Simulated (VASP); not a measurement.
# CdSe (F-43m) in VASP: a series of runs

The runs below take CdSe through band structure, with PBEsol, HSE06, PBE0.

Program: VASP 6.6.1. These are calculated values, not measurements. Logs are shortened: lines on timing, memory, paths and dates and some standing lists are left out, and cuts for length are marked.

### Step 1. Starting point

The structure is cubic, space group F-43m (No. 216). The conventional cell has a = 6.092 Å, b = 6.092 Å, c = 6.092 Å, α = 90.00°, β = 90.00°, γ = 90.00°. Cd (site symmetry -43m) is surrounded by 4 Se at 2.64 Å. Se (site symmetry -43m) has 4 Cd at 2.64 Å as nearest neighbours.

Measurements of this composition are mostly on another form, of space group No. 186.

### Step 2. Band structure, PBEsol

INCAR

```
SYSTEM = CdSe
ALGO = Normal ; EDIFF = 1E-7
ENCUT = 520 ; GGA = PS
ISIF = 2 ; ISMEAR = 0
KPAR = 2 ; LASPH = .TRUE.
LCHARG = .FALSE. ; LREAL = .FALSE.
LWAVE = .FALSE. ; NBANDS = 16
NELM = 80 ; PREC = Accurate
SIGMA = 0.03
```

KPOINTS

```
k-points
0
G
  6 6 6
  0 0 0
```

POSCAR

```
CdSe                                    
1.0
    0.0000000000      3.0462087302      3.0462087302
    3.0462087302      0.0000000000      3.0462087302
    3.0462087302      3.0462087302      0.0000000000
  Cd              Se            
     1     1
Direct
     0.0000000000000000    0.0000000000000000    0.0000000000000000
     0.7500000000000000    0.7500000000000000    0.7500000000000000
```

KPOINTS_OPT

```
explicit points
9
Reciprocal
 0.0000000000  0.0000000000  0.0000000000 1
 0.3750000000  0.3750000000  0.7500000000 1
 0.5000000000  0.5000000000  0.5000000000 1
 0.6250000000  0.2500000000  0.6250000000 1
 0.5000000000  0.2500000000  0.7500000000 1
 0.5000000000  0.0000000000  0.5000000000 1
 0.4000000000  0.0000000000  0.4000000000 1
 0.4250000000  0.0000000000  0.4250000000 1
 0.4500000000  0.0000000000  0.4500000000 1
```

Potentials or basis: VASP PAW PBE potentials, release 64 (Cd, Se).

Run with:

```bash
> cat potpaw_PBE.64/Cd/POTCAR potpaw_PBE.64/Se/POTCAR > POTCAR
> mpirun -np 2 vasp_std > vasp.out
```

OUTCAR:

```text
SYSTEM = CdSe
   EDIFF = 1E-7
   ENCUT = 520
   GGA = PS
   ISIF = 2
   ISMEAR = 0
   LASPH = .TRUE.
   LREAL = .FALSE.
   NELM = 80
   PREC = Accurate

 ion  position               nearest neighbor table
   1  0.000  0.000  0.000-   2 2.64   2 2.64   2 2.64   2 2.64
   2  0.750  0.750  0.750-   1 2.64   1 2.64   1 2.64   1 2.64

  LATTYP: Found a face centered cubic cell.
 ALAT       =     6.0924174604

  Lattice vectors:

 A1 = (   0.0000000000,   3.0462087302,   3.0462087302)
 A2 = (   3.0462087302,   0.0000000000,   3.0462087302)
 A3 = (   3.0462087302,   3.0462087302,   0.0000000000)

Analysis of symmetry for initial positions (statically):
=====================================================================
 Subroutine PRICEL returns:
 Original cell was already a primitive cell.

 Routine SETGRP: Setting up the symmetry group for a
 face centered cubic supercell.

 Subroutine GETGRP returns: Found 24 space group operations
 (whereof 24 operations were pure point group operations)
 out of a pool of 48 trial point group operations.

The static configuration has the point symmetry T_d .

Analysis of symmetry for dynamics (positions and initial velocities):
=====================================================================
 Subroutine PRICEL returns:
 Original cell was already a primitive cell.

 Routine SETGRP: Setting up the symmetry group for a
 face centered cubic supercell.

 Subroutine GETGRP returns: Found 24 space group operations
 (whereof 24 operations were pure point group operations)
 out of a pool of 48 trial point group operations.

The dynamic configuration has the point symmetry T_d .

 Subroutine INISYM returns: Found 24 space group operations
 (whereof 24 operations are pure point group operations),
 and found     1 'primitive' translations

----------------------------------------------------------------------------------------

                                     Primitive cell

  volume of cell :      56.5339

  direct lattice vectors                    reciprocal lattice vectors
     0.000000000  3.046208730  3.046208730    -0.164138457  0.164138457  0.164138457
     3.046208730  0.000000000  3.046208730     0.164138457 -0.164138457  0.164138457
     3.046208730  3.046208730  0.000000000     0.164138457  0.164138457 -0.164138457

  length of vectors
     4.307989700  4.307989700  4.307989700     0.284296147  0.284296147  0.284296147

  position of ions in fractional coordinates (direct lattice)
     0.000000000  0.000000000  0.000000000
     0.750000000  0.750000000  0.750000000

  ion indices of the primitive-cell ions
   primitive index   ion index
                 1           1
                 2           2

----------------------------------------------------------------------------------------

 KPOINTS: k-points

Automatic generation of k-mesh.
 Grid dimensions read from file:
 generate k-points for:    6    6    6

 Generating k-lattice:

  Cartesian coordinates                     Fractional coordinates (reciprocal lattice)
    -0.027356409  0.027356409  0.027356409     0.166666667  0.000000000  0.000000000
     0.027356409 -0.027356409  0.027356409     0.000000000  0.166666667  0.000000000
     0.027356409  0.027356409 -0.027356409     0.000000000  0.000000000  0.166666667

  Length of vectors
     0.047382691  0.047382691  0.047382691

  Shift w.r.t. Gamma in fractional coordinates (k-lattice)
     0.000000000  0.000000000  0.000000000

 Subroutine IBZKPT returns following result:
 ===========================================

 Found     16 irreducible k-points:

 Following reciprocal coordinates:
            Coordinates               Weight
  0.000000  0.000000  0.000000      1.000000
  0.166667  0.000000  0.000000      8.000000
  0.333333  0.000000  0.000000      8.000000
  0.500000  0.000000  0.000000      4.000000
  0.166667  0.166667  0.000000      6.000000
  0.333333  0.166667  0.000000     24.000000
[... 8 lines left out ...]
 -0.333333  0.333333  0.166667     24.000000
 -0.333333  0.500000  0.166667     12.000000
   k-points           NKPTS =     16   k-points in BZ     NKDIM =     16   number of bands    NBANDS=     16
   number of dos      NEDOS =    301   number of ions     NIONS =      2
   total plane-waves  NPLWV =  32768
   dimension x,y,z NGX =    32 NGY =   32 NGZ =   32
   dimension x,y,z NGXF=    64 NGYF=   64 NGZF=   64
   ions per type =               1   1
   NGX,Y,Z   is equivalent  to a cutoff of  12.35, 12.35, 12.35 a.u.
   NGXF,Y,Z  is equivalent  to a cutoff of  24.70, 24.70, 24.70 a.u.
 SYSTEM =  CdSe
   PREC   = accura    normal or accurate (medium, high low for compatibility)
   ISTART =      0    job   : 0-new  1-cont  2-samecut
   ICHARG =      2    charge: 1-file 2-atom 10-const
   ISPIN  =      1    spin polarized calculation?
   LNONCOLLINEAR =      F non collinear calculations
   LSORBIT =      F    spin-orbit coupling
   LASPH  =      T    aspherical Exc in radial PAW
   ENCUT  =  520.0 eV  38.22 Ry    6.18 a.u.   8.01  8.01  8.01*2*pi/ulx,y,z
   NELM   =     80;   NELMIN=  2; NELMDL= -5     # of ELM steps
   EDIFF  = 0.1E-06   stopping-criterion for ELM
   LREAL  =      F    real-space projection
   EDIFFG = 0.1E-05   stopping-criterion for IOM
   NSW    =      0    number of steps for IOM
   IBRION =     -1    ionic relax: 0-MD 1-quasi-New 2-CG
   NFREE  =      0    steps in history (QN), initial steepest desc. (CG)
   ISIF   =      2    stress and relaxation
   ISYM   =      2    0-nonsym 1-usesym 2-fastsym
   POTIM  = 0.5000    time-step for ionic-motion
   TEBEG  =    0.0;   TEEND  =   0.0 temperature during run
   PSTRESS=    0.0 pullay stress
   NELECT =      18.0000    total number of electrons
   NUPDOWN=      -1.0000    fix difference up-down
   EMIN   =  10.00;   EMAX   =-10.00  energy-range for DOS
   EFERMI =   0.00;   METHOD = LEGACY
   ISMEAR =     0;   SIGMA  =   0.03  broadening in eV -4-tet -1-fermi 0-gaus
   EFERMI_NEDOS =   21; number of points for ismear=-14 and -15
   IALGO  =     38    algorithm
   IMIX   =      4    mixing-type and parameters
     AMIX     =   0.40;   BMIX     =  1.00
     AMIX_MAG =   1.60;   BMIX_MAG =  1.00
  volume/ion in A,a.u.               =      28.27       190.75
  Fermi-wavevector in a.u.,A,eV,Ry     =   1.117882  2.112491 17.002662  1.249660
  Thomas-Fermi vector in A             =   2.254509
   LORBIT       =      0    0 simple, 1 ext, 2 COOP (PROOUT), +10 PAW based schemes
   GGA     = PS    functional components
   LHFCALC =     F    Hartree Fock is set to
   AEXX    =    0.0000 exact exchange contribution
   IVDW    =     0    specifies the selected vdW correction
   LEPSILON=     F    determine dielectric tensor
   LRPA    =     F    only Hartree local field effects (RPA)
 non-spin polarized calculation
 Gauss-broadening in eV      SIGMA  =   0.03
  energy-cutoff  :      520.00
  volume of cell :       56.53
 maximum number of plane-waves:      1536
   NGX = 17   NGY = 17   NGZ = 17

 number of electron      18.0000004 magnetization

 Free energy of the ion-electron system (eV)
  ---------------------------------------------------
  ext. energy  EPLUGINS =         0.00000000
  ---------------------------------------------------
  free energy    TOTEN  =        -6.17286908 eV

  energy without entropy =       -6.17286908  energy(sigma->0) =       -6.17286908

 E-fermi :   0.9875     XC(G=0):  -9.0751

 val. band max:        0.7768871604   @ k =   0.0000   0.0000   0.0000
 cond. band min:       1.2476157183   @ k =   0.0000   0.0000   0.0000
 fundamental gap:      0.4707285579
 Fermi energy:         0.9875051400

 k-point     1 :       0.0000    0.0000    0.0000
  band No.  band energies     occupation
      1     -11.8185      2.00000
      2      -7.1231      2.00000
      3      -7.1231      2.00000
      4      -7.1231      2.00000
      5      -6.7475      2.00000
      6      -6.7475      2.00000
[... 8 lines left out ...]
     15      11.8280      0.00000
     16      11.8280      0.00000

 k-point     2 :       0.1667    0.0000    0.0000
  band No.  band energies     occupation
      1     -11.7260      2.00000
      2      -7.0942      2.00000
      3      -7.0942      2.00000
      4      -7.0371      2.00000
      5      -6.7484      2.00000
      6      -6.7484      2.00000
[... 8 lines left out ...]
     15      10.8187      0.00000
     16      11.1127      0.00000

 k-point     3 :       0.3333    0.0000    0.0000
  band No.  band energies     occupation
      1     -11.5376      2.00000
      2      -7.0463      2.00000
      3      -7.0463      2.00000
      4      -6.7387      2.00000
      5      -6.7377      2.00000
      6      -6.7377      2.00000
[... 8 lines left out ...]
     15      11.2493      0.00000
     16      11.2493      0.00000

 k-point     4 :       0.5000    0.0000    0.0000
  band No.  band energies     occupation
      1     -11.4424      2.00000
      2      -7.0290      2.00000
      3      -7.0290      2.00000
      4      -6.7240      2.00000
      5      -6.7240      2.00000
      6      -6.4578      2.00000
[... 8 lines left out ...]
     15      12.8362      0.00000
     16      12.8362      0.00000

 k-point     5 :       0.1667    0.1667    0.0000
  band No.  band energies     occupation
      1     -11.6954      2.00000
      2      -7.0646      2.00000
      3      -7.0646      2.00000
      4      -7.0501      2.00000
      5      -6.7649      2.00000
      6      -6.7328      2.00000
[... 8 lines left out ...]
     15      12.0651      0.00000
     16      12.3150      0.00000

 k-point     6 :       0.3333    0.1667    0.0000
  band No.  band energies     occupation
      1     -11.5396      2.00000
      2      -7.0313      2.00000
      3      -7.0083      2.00000
      4      -6.8668      2.00000
      5      -6.7252      2.00000
      6      -6.7200      2.00000
[... 8 lines left out ...]
     15      12.2116      0.00000
     16      12.4414      0.00000
[... 115 lines left out ...]
 k-point    13 :       0.5000    0.5000    0.0000
  band No.  band energies     occupation
      1     -11.3240      2.00000
      2      -6.9345      2.00000
      3      -6.8612      2.00000
      4      -6.8612      2.00000
      5      -6.6886      2.00000
      6      -6.3954      2.00000
[... 8 lines left out ...]
     15      13.1500      0.00000
     16      14.0694      0.00000

 k-point    14 :       0.5000    0.3333    0.1667
  band No.  band energies     occupation
      1     -11.4159      2.00000
      2      -6.9771      2.00000
      3      -6.9692      2.00000
      4      -6.8174      2.00000
      5      -6.7212      2.00000
      6      -6.5149      2.00000
[... 8 lines left out ...]
     15      12.7993      0.00000
     16      13.8076      0.00000

 k-point    15 :      -0.3333    0.3333    0.1667
  band No.  band energies     occupation
      1     -11.3545      2.00000
      2      -6.9707      2.00000
      3      -6.9424      2.00000
      4      -6.7801      2.00000
      5      -6.7368      2.00000
      6      -6.3233      2.00000
[... 8 lines left out ...]
     15      12.5503      0.00000
     16      13.7285      0.00000

 k-point    16 :      -0.3333    0.5000    0.1667
  band No.  band energies     occupation
      1     -11.3247      2.00000
      2      -6.9375      2.00000
      3      -6.9157      2.00000
      4      -6.8117      2.00000
      5      -6.7200      2.00000
      6      -6.2978      2.00000
[... 8 lines left out ...]
     15      13.4782      0.00000
     16      13.6706      0.00000

------------------------ aborting loop because EDIFF is reached ----------------------------------------

  FORCE on cell =-STRESS in cart. coord.  units (eV):
  Direction    XX          YY          ZZ          XY          YZ          ZX
  --------------------------------------------------------------------------------------
  -------------------------------------------------------------------------------------
  Total        0.0249889      0.0249889      0.0249889     -0.0000000     -0.0000000      0.0000000
  in kB        0.7081893      0.7081893      0.7081893     -0.0000000     -0.0000000      0.0000000
  external PRESSURE =       0.7081893 kB  Pullay stress =       0.0000000 kB

 VOLUME and BASIS-vectors are now :
 -----------------------------------------------------------------------------
  energy-cutoff  :      520.00
  volume of cell :       56.53
      direct lattice vectors                 reciprocal lattice vectors
     0.000000000  3.046208730  3.046208730    -0.164138457  0.164138457  0.164138457
     3.046208730  0.000000000  3.046208730     0.164138457 -0.164138457  0.164138457
     3.046208730  3.046208730  0.000000000     0.164138457  0.164138457 -0.164138457

 POSITION                                       TOTAL-FORCE (eV/Angst)
 -----------------------------------------------------------------------------------
      0.00000      0.00000      0.00000        -0.000000     -0.000000     -0.000000
      4.56931      4.56931      4.56931         0.000000      0.000000      0.000000
 -----------------------------------------------------------------------------------
    total drift:                                0.000000      0.000000      0.000000

  FREE ENERGIE OF THE ION-ELECTRON SYSTEM (eV)
  ---------------------------------------------------
  free  energy   TOTEN  =        -6.1728690793 eV

  energy  without entropy=       -6.1728690793  energy(sigma->0) =       -6.17286908
```

Wall time 8.7 s (2 MPI ranks of Intel Xeon Platinum 8488C (Sapphire Rapids), shared host); peak memory 0.18 GiB.

What came out:

| Property | Result |
| --- | --- |
| Free energy | -6.1729 eV |
| Pressure | 0.1 GPa |
| Band gap on the k mesh | 0.47 eV, direct |
| Band gap along the path | 0.47 eV, direct |

Caveat: the PAW data sets were made with another functional, which shifts forces and pressure a little.

### Step 3. Band structure, HSE06

POSCAR is that of step 2.

INCAR.step1

```
SYSTEM = CdSe
ALGO = Normal ; EDIFF = 1E-5
ENCUT = 520 ; GGA = PE
ISIF = 2 ; ISMEAR = 0
KPAR = 2 ; LASPH = .TRUE.
LCHARG = .FALSE. ; LREAL = .FALSE.
LWAVE = .TRUE. ; NBANDS = 16
NELM = 80 ; PREC = Accurate
SIGMA = 0.03
```

INCAR.step2

```
SYSTEM = CdSe
ALGO = Normal ; EDIFF = 1E-7
ENCUT = 520 ; GGA = PE
HFSCREEN = 0.2 ; ISIF = 2
ISMEAR = 0 ; ISTART = 1
KPAR = 2 ; LASPH = .TRUE.
LCHARG = .FALSE. ; LHFCALC = .TRUE.
LREAL = .FALSE. ; LWAVE = .FALSE.
NBANDS = 16 ; NELM = 80
PREC = Accurate ; PRECFOCK = Fast
SIGMA = 0.03
```

KPOINTS is that of step 2.

KPOINTS_OPT is that of step 2.

Potentials or basis: VASP PAW PBE potentials, release 64 (Cd, Se).

Run with:

```bash
> cat potpaw_PBE.64/Cd/POTCAR potpaw_PBE.64/Se/POTCAR > POTCAR
> cp INCAR.step1 INCAR
> mpirun -np 2 vasp_std > vasp.out
> cp INCAR.step2 INCAR
> mpirun -np 2 vasp_std > vasp.out
```

Wall time 24 min (2 MPI ranks of Intel Xeon Platinum 8488C (Sapphire Rapids), shared host); peak memory 0.32 GiB.

The run converged. Its results:

```
Free energy             : -6.8589 eV
Pressure                : 1.6 GPa
Band gap on the k mesh  : 1.56 eV, direct
Band gap along the path : 1.56 eV, direct
```

Levels at points of the mesh, in eV from the valence-band top:
```tsv
k point	band 6	band 7	band 8	band 9	band 10	band 11	band 12	band 13
(0.00, 0.00, 0.00)	-8.75	0.00	0.00	0.00	1.56	7.00	7.00	7.00
(0.50, 0.00, 0.00)	-8.42	-4.65	-0.79	-0.79	3.40	7.49	7.49	8.51
(0.50, 0.50, 0.00)	-8.33	-4.32	-1.96	-1.96	3.98	4.76	10.34	11.59
```

Caveat: the PAW data sets were made with another functional, which shifts forces and pressure a little.

### Step 4. Band structure, PBE0

POSCAR is that of step 3.

INCAR.step1 is that of step 3.

INCAR.step2

```
SYSTEM = CdSe
AEXX = 0.25 ; ALGO = Normal
EDIFF = 1E-7 ; ENCUT = 520
GGA = PE ; HFRCUT = -1
ISIF = 2 ; ISMEAR = 0
ISTART = 1 ; KPAR = 2
LASPH = .TRUE. ; LCHARG = .FALSE.
LHFCALC = .TRUE. ; LREAL = .FALSE.
LWAVE = .FALSE. ; NBANDS = 16
NELM = 80 ; PREC = Accurate
PRECFOCK = Fast ; SIGMA = 0.03
```

KPOINTS is that of step 3.

KPOINTS_OPT is that of step 3.

Run with:

```bash
> cat potpaw_PBE.64/Cd/POTCAR potpaw_PBE.64/Se/POTCAR > POTCAR
> cp INCAR.step1 INCAR
> mpirun -np 2 vasp_std > vasp.out
> cp INCAR.step2 INCAR
> mpirun -np 2 vasp_std > vasp.out
```

Run time: 22 min. Hardware: 2 MPI ranks of Intel Xeon Platinum 8488C (Sapphire Rapids), shared host; peak memory 0.23 GiB.

It converged, with:

```
Free energy             : -7.3783 eV
Pressure                : 1.4 GPa
Band gap on the k mesh  : 2.15 eV, direct
Band gap along the path : 2.15 eV, direct
```

Levels at points of the mesh, in eV from the valence-band top:
| k point | band 5 | band 6 | band 7 | band 8 | band 9 | band 10 | band 11 | band 12 | band 13 | band 14 |
| --- | --- | --- | --- | --- | --- | --- | --- | --- | --- | --- |
| (0.00, 0.00, 0.00) | -8.82 | -8.82 | 0.00 | 0.00 | 0.00 | 2.15 | 7.68 | 7.68 | 7.68 | 11.68 |
| (0.50, 0.00, 0.00) | -8.80 | -8.49 | -4.73 | -0.81 | -0.81 | 4.04 | 8.17 | 8.17 | 9.18 | 11.89 |
| (0.50, 0.50, 0.00) | -8.77 | -8.40 | -4.40 | -2.01 | -2.01 | 4.62 | 5.43 | 11.02 | 12.29 | 12.29 |

Caveat: the PAW data sets were made with another functional, which shifts forces and pressure a little.

(Continued in part 2 of 2.)
